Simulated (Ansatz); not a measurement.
# Selenium, trigonal (grey) selenium: convergence with the k-point mesh

Computed with Ansatz, PBE, scalar-relativistic PAW, on the relaxed cell (a = 4.520 Å, c = 5.045 Å (c/a = 1.116); spin not included). Errors count from a run at 420 eV on a Γ-centred 8×8×6 mesh with Fermi-Dirac smearing of 0.05 eV, extrapolated to zero width. Fixed here: cutoff 420 eV, Fermi-Dirac width 0.05 eV. The SCF starts from atomic densities corrected by a trained network.

```json
{"k-mesh": "2×2×1", "E(σ→0) error (meV/atom)": "-307.1", "P (GPa)": "-2.15", "SCF iterations": "7"}
{"k-mesh": "2×2×2", "E(σ→0) error (meV/atom)": "41.5", "P (GPa)": "0.13", "SCF iterations": "6"}
{"k-mesh": "3×3×2", "E(σ→0) error (meV/atom)": "35.2", "P (GPa)": "0.31", "SCF iterations": "6"}
{"k-mesh": "4×4×3", "E(σ→0) error (meV/atom)": "-1.6", "P (GPa)": "0.00", "SCF iterations": "6"}
{"k-mesh": "7×7×5", "E(σ→0) error (meV/atom)": "-0.2", "P (GPa)": "-0.01", "SCF iterations": "6"}
{"k-mesh": "9×9×7", "E(σ→0) error (meV/atom)": "-0.1", "P (GPa)": "-0.01", "SCF iterations": "6"}
{"k-mesh": "12×12×9", "E(σ→0) error (meV/atom)": "0.0", "P (GPa)": "-0.01", "SCF iterations": "6"}
```

Task: What does the run at 5×5×4 give (k-mesh)?

Result: E(σ→0) error (meV/atom): 0.5; P (GPa): 0.00; SCF iterations: 6.

Within 5 meV/atom of the last row: from 4×4×3 on.
